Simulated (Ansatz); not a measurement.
# MgS (Niningerite) (Fm-3m) in Ansatz: convergence with n extra bands

Aim: find how far n extra bands must go before the results for MgS (Niningerite) settle, at PBE. This setting moves, with any that are tied to it; all else stays.

Program: Ansatz 0.2.0. These are calculated values, not measurements. Logs are shortened: lines on timing, memory, paths and dates and some standing lists are left out, and cuts for length are marked.

### Step 1. The structure

The structure is cubic, space group Fm-3m (No. 225). The conventional cell has a = 5.203 Å, b = 5.203 Å, c = 5.203 Å, α = 90.00°, β = 90.00°, γ = 90.00°. S (site symmetry m-3m) is surrounded by 6 Mg at 2.60 Å. Mg (site symmetry m-3m) has 6 S at 2.60 Å as nearest neighbours.

### Step 2. With n extra bands 1

Input file input.yaml:

```yaml
crystal:
  lattice:
    - [0.0, 2.60165, 2.60165]
    - [2.60165, 0.0, 2.60165]
    - [2.60165, 2.60165, 0.0]
  atoms:
    - { symbol: S, position: [0.5, 0.5, 0.5] }
    - { symbol: Mg, position: [0.0, 0.0, 0.0] }
hamiltonian:
  xc: pbe
  pseudopotentials: { kind: paw, source: jth }
kpoints:
  mp_grid: { grid: [7, 7, 7] }
scf:
  occupations: { method: methfessel_paxton, width: 0.1 }
  n_extra_bands: 1
output:
  forces: true
  stress: true
  eigenvalues: true
```

Potentials or basis: JTH PAW.

The run is started by

```console
ansatz run input.yaml --threads 2 --pin off --max-ram 5632MiB --backend cpu --events-out ev --progress --plain --runs-dir out
```

The log of the run:

```text
Warning: the checks of this S dataset prove no rule for summing its radial tables, as where they were carried onto another mesh than they were made on, and Gregory's rule is taken, under which a leading mesh point left out moves its sums only by what lay on the interval it spanned. That does not make them correct, and they differ from Quantum ESPRESSO's on this file; a re-export a fraction of a mesh step off can move them. hamiltonian.pseudopotentials.radial_quadrature: simpson_from_first_knot sums it by `pw.x`'s rule; on a PAW file no value gives `pw.x`'s numbers. What more to know: hamiltonian.pseudopotentials.radial_quadrature, in the input reference
Warning: the checks of this Mg dataset prove no rule for summing its radial tables, as where they were carried onto another mesh than they were made on, and Gregory's rule is taken, under which a leading mesh point left out moves its sums only by what lay on the interval it spanned. That does not make them correct, and they differ from Quantum ESPRESSO's on this file; a re-export a fraction of a mesh step off can move them. hamiltonian.pseudopotentials.radial_quadrature: simpson_from_first_knot sums it by `pw.x`'s rule; on a PAW file no value gives `pw.x`'s numbers. What more to know: hamiltonian.pseudopotentials.radial_quadrature, in the input reference
Warning: RAYON_NUM_THREADS=2 ignored (pool sized by the plan → 2); use --threads N
scf.n_extra_bands = 1 over 8 filled bands (N_el = 16.0): the run solves 9 bands
Engine: ansatz 0.2.0, x86_64-unknown-linux-gnu
Pseudopotentials: kind: paw
Pseudopotential: S, paw, valence charge 6, recommended cutoff 780 eV (normal), S.paw.azcp
Pseudopotential: Mg, paw, valence charge 10, recommended cutoff 900 eV (normal), Mg.paw.azcp
Functional definition: PBE
  parameter kappa = 0.804
  parameter beta = 0.06672455060314922
  exchange = pbe_x(kappa = kappa, mu = beta*pi^2/3)
  correlation = pbe_c(beta = beta)
Crystal: 2 atoms, lattice volume = 35.219 Å³
Basis set: ecut = 900 eV, 2109 PW (Γ), exchange–correlation on 80×80×80 points (8 copies of the dense FFT grid, shifted against one another)
Bands: 9, of which v1, the nominal top of the filled ones, is band 8 counted from 1 (7 counted from 0)
Symmetry: 48 space group operations
Space group: Fm-3m (ITA 225), of the structure as read, at distance tolerance 3.3e-5 Å
k-points: 20 of 343
Non-local potential: S, projectors of the file, l = 0: 2, l = 1: 2
Non-local potential: Mg, projectors of the file, l = 0: 2, l = 1: 2
PAW form: soft (Blöchl's): semilocal exchange-correlation on the pseudo side does not see the compensation charge
PAW one-centre angular grid: S, 110 points (default); XC on 64 Gauss nodes
PAW one-centre angular grid: Mg, 110 points (default); XC on 64 Gauss nodes
Initial density: superposition of atomic densities (chi_scale 0.1, normalization cell, long waves kept (reshape's long-wave potential 0.00 eV rms))
Initial wavefunctions: pseudopotential atomic-orbital guess
Functional: x = pbe(κ = 0.804, μ = 0.2195149727645171), c = pbe(β = 0.06672455060314922)
SCF iter   1: F=—  HF=-2828.722334 eV  |F-HF|=—  |Δ(HF+E_count)|=         —  Δρ=5.13e-2  dr2=3.55e-1  ethr=3.10e-3  ⟨swp⟩=7.5  Hψ=1597  notcnv=0
preconditioner: auto → none  [insulator: Δε(μ)=2.740 eV  Ē_g=9.276 eV  σ=0.100 eV  W_gap=1.00  n_scr=8 (ndim 8)  ℏωp=17.7 eV  f_vac=0.002  D(μ)=-0.00/eV (n_scr^D=0)  ε∞_Penn≈4.6]
SCF iter   2: F=—  HF=-2828.645641 eV  |F-HF|=—  |Δ(HF+E_count)|=   7.67e-2  S|Δr|=    0.00e0  Δρ=2.45e-2  dr2=7.56e-2  ethr=2.22e-3  ⟨swp⟩=2.0  Hψ=361  notcnv=0
SCF iter   3: F=—  HF=-2828.643521 eV  |F-HF|=—  |Δ(HF+E_count)|=   2.12e-3  S|Δr|=    0.00e0  Δρ=2.61e-3  dr2=1.69e-3  ethr=4.72e-4  ⟨swp⟩=2.6  Hψ=280  notcnv=0
SCF iter   4: F=—  HF=-2828.643597 eV  |F-HF|=—  |Δ(HF+E_count)|=   7.59e-5  S|Δr|=    0.00e0  Δρ=5.25e-4  dr2=1.29e-4  ethr=1.05e-5  ⟨swp⟩=2.0  Hψ=258  notcnv=0
SCF iter   5: F=—  HF=-2828.643616 eV  |F-HF|=—  |Δ(HF+E_count)|=   1.92e-5  S|Δr|=    0.00e0  Δρ=2.15e-4  dr2=4.86e-6  ethr=8.06e-7  ⟨swp⟩=2.0  Hψ=260  notcnv=0
SCF iter   6: F=—  HF=-2828.643610 eV  |F-HF|=—  |Δ(HF+E_count)|=   5.97e-6  S|Δr|=    0.00e0  Δρ=1.80e-5  dr2=1.36e-7  ethr=3.04e-8  ⟨swp⟩=3.2  Hψ=380  notcnv=0
SCF iter   7: F=-2828.643610 eV  HF=-2828.643610 eV  |F-HF|=4.32e-10  |Δ(HF+E_count)|=   2.11e-8  S|Δr|=    0.00e0  Δρ=1.44e-6  dr2=2.33e-10  ethr=6.25e-10  ⟨swp⟩=8.7  Hψ=1178  notcnv=0
SCF 1 converged in 7 iterations: F = -2828.643610 eV  dr2 = 2.33e-10
SCF converged after 7 iterations
Stability not checked: this state was not tested for a lower state beside it, because cold or Methfessel-Paxton smearing, or corrected tetrahedra, fill the levels in a way that the test cannot read (fill_not_monotonic; see scf.lower_state_search)
Free energy (F): -2828.643610 eV
Harris-Foulkes:  -2828.643610 eV  (|F-HF|=4.32e-10)
Internal energy: -2828.643610 eV  (E = F + TS)
E sigma→0 (E₀):  -2828.643610 eV
Fermi energy:    8.405616 eV
Step filling:    the computed levels leave a gap of 2.9927 eV = 29.9 smearing widths at the electron count; against every level under it full and every level over it empty, smearing changes F+E_penalty+E_count by +4.01e-98 meV and its σ→0 estimate by -4.45e-96 meV
--- Per-component energies (eV) ---
  E_band       = -323.230386
  E_kinetic    = 218.422685
  E_local      = -1287.418497  (includes V_loc(G=0)·N_el)
  E_nonlocal   = -296.855627
  E_hartree    = 427.708493
  E_xc         = -134.814364
  E_vxc        = -147.684346  (∫ρ·V_xc dr)
  E_paw        = -711.945965  (= ΣΔE_a)
  E_vpaw       = 334.888677  (= ΣTr[D̂ρ^β])
  E_aug_tail   = -0.000315  (compensation charges beyond the density's cutoff)
  E_ewald      = -1043.740020
  E_smearing   = 0.000000  (= −TS)
  E_closure    = -0.000000  (closes the sum)
  Σ components = -2828.643610   (vs F -2828.643610, Δ=0.00e0)
--- Forces (eV/Å), atoms counted from 1 ---
  atom   1  S     -0.00000000     0.00000000    -0.00000000
  atom   2  Mg    -0.00000000     0.00000000    -0.00000000
  max |Σ_I F_I| component: 2.07e-29 eV/Å
--- Stress (GPa, compression-positive) ---
        1.239299       0.000000       0.000000
        0.000000       1.239299       0.000000
        0.000000       0.000000       1.239299
  P = ⅓ Tr σ = 1.2393 GPa (12.393 kbar)
--- Band table (eV; the first three rows and the last of 20) ---
  k-point 0: bands = ["-67.7783", "-34.5303", "-34.5303", "-34.5303", "-5.7536", "6.9104", "6.9104", "6.9104", "10.6159"]
  k-point 1: bands = ["-67.7782", "-34.5316", "-34.5305", "-34.5305", "-5.5567", "5.6194", "6.7820", "6.7820", "11.5602"]
  k-point 2: bands = ["-67.7781", "-34.5344", "-34.5309", "-34.5309", "-5.0459", "3.6367", "6.5261", "6.5261", "11.8007"]
  k-point 19: bands = ["-67.7778", "-34.5348", "-34.5345", "-34.5325", "-4.0690", "3.5273", "3.5923", "5.0598", "11.8293"]
```

It took 0.5 s on 2 threads of AMD EPYC 9R14 (Zen 4), shared host; peak memory 0.35 GiB.

What came out:

```
Free energy            : -2828.6436 eV
Pressure               : 1.2 GPa
Band gap on the k mesh : 2.99 eV, indirect (least direct gap 3.71 eV)
```

### Step 3. With n extra bands 2

Edit input.yaml of step 2 so:

```diff
@@ -15,3 +15,3 @@
   occupations: { method: methfessel_paxton, width: 0.1 }
-  n_extra_bands: 1
+  n_extra_bands: 2
 output:
```

Potentials or basis: JTH PAW.

The run is started by

```console
ansatz run input.yaml --threads 2 --pin off --max-ram 5632MiB --backend cpu --events-out ev --progress --plain --runs-dir out
```

Wall time 0.54 s (2 threads of AMD EPYC 9R14 (Zen 4), shared host); peak memory 0.37 GiB.

What came out:

- Free energy: -2828.6436 eV
- Pressure: 1.2 GPa
- Band gap on the k mesh: 2.99 eV, indirect (least direct gap 3.71 eV)

### Step 4. With n extra bands 4

Edit input.yaml of step 3 so:

```diff
@@ -15,3 +15,3 @@
   occupations: { method: methfessel_paxton, width: 0.1 }
-  n_extra_bands: 2
+  n_extra_bands: 4
 output:
```

The run is started by

```console
ansatz run input.yaml --threads 2 --pin off --max-ram 5632MiB --backend cpu --events-out ev --progress --plain --runs-dir out
```

Wall time 0.46 s (2 threads of AMD EPYC 9R14 (Zen 4), shared host); peak memory 0.37 GiB.

What came out:

| Property | Result |
| --- | --- |
| Free energy | -2828.6436 eV |
| Pressure | 1.2 GPa |
| Band gap on the k mesh | 2.99 eV, indirect (least direct gap 3.71 eV) |

### Step 5. With n extra bands 8

Edit input.yaml of step 4 so:

```diff
@@ -15,3 +15,3 @@
   occupations: { method: methfessel_paxton, width: 0.1 }
-  n_extra_bands: 4
+  n_extra_bands: 8
 output:
```

The run is started by

```console
ansatz run input.yaml --threads 2 --pin off --max-ram 5632MiB --backend cpu --events-out ev --progress --plain --runs-dir out
```

Run time: 0.56 s. Hardware: 2 threads of AMD EPYC 9R14 (Zen 4), shared host; peak memory 0.36 GiB.

It converged, with:

| Item | Value |
| --- | --- |
| Free energy | -2828.6436 eV |
| Pressure | 1.2 GPa |
| Band gap on the k mesh | 2.99 eV, indirect (least direct gap 3.71 eV) |

### Step 6. With n extra bands 16

Edit input.yaml of step 5 so:

```diff
@@ -15,3 +15,3 @@
   occupations: { method: methfessel_paxton, width: 0.1 }
-  n_extra_bands: 8
+  n_extra_bands: 16
 output:
```

Potentials or basis: JTH PAW.

The run is started by

```console
ansatz run input.yaml --threads 2 --pin off --max-ram 5632MiB --backend cpu --events-out ev --progress --plain --runs-dir out
```

Wall time 0.66 s (2 threads of AMD EPYC 9R14 (Zen 4), shared host); peak memory 0.37 GiB.

The run converged. Its results:

- Free energy: -2828.6436 eV
- Pressure: 1.2 GPa
- Band gap on the k mesh: 2.99 eV, indirect (least direct gap 3.71 eV)

### Step 7. With n extra bands 32

Edit input.yaml of step 6 so:

```diff
@@ -15,3 +15,3 @@
   occupations: { method: methfessel_paxton, width: 0.1 }
-  n_extra_bands: 16
+  n_extra_bands: 32
 output:
```

The run is started by

```console
ansatz run input.yaml --threads 2 --pin off --max-ram 5632MiB --backend cpu --events-out ev --progress --plain --runs-dir out
```

Wall time 0.88 s (2 threads of AMD EPYC 9R14 (Zen 4), shared host); peak memory 0.39 GiB.

Results (log left out):

```
Free energy            : -2828.6436 eV
Pressure               : 1.2 GPa
Band gap on the k mesh : 2.99 eV, indirect (least direct gap 3.71 eV)
```

### Step 8. Summary

| n extra bands | energy less the tightest run, at zero smearing (meV/atom) | SCF cycles | CPU time (s) | peak memory (GiB) |
| --- | --- | --- | --- | --- |
| 1 | 0.00 | 7 | 0.86 | 0.35 |
| 2 | 0.00 | 7 | 0.94 | 0.37 |
| 4 | 0.00 | 7 | 0.81 | 0.37 |
| 8 | 0.00 | 6 | 0.99 | 0.36 |
| 16 | 0.00 | 7 | 1.2 | 0.37 |
| 32 | 0.00 | 7 | 1.6 | 0.39 |

Against the tightest run, the energy stays within 1 meV/atom from 1 on. The tightest run that finished is the yardstick and may itself not be fully converged.

Caveats: odd divisions of the mesh miss points on the zone boundary, where band edges often lie, so the gap on the mesh can be too wide.
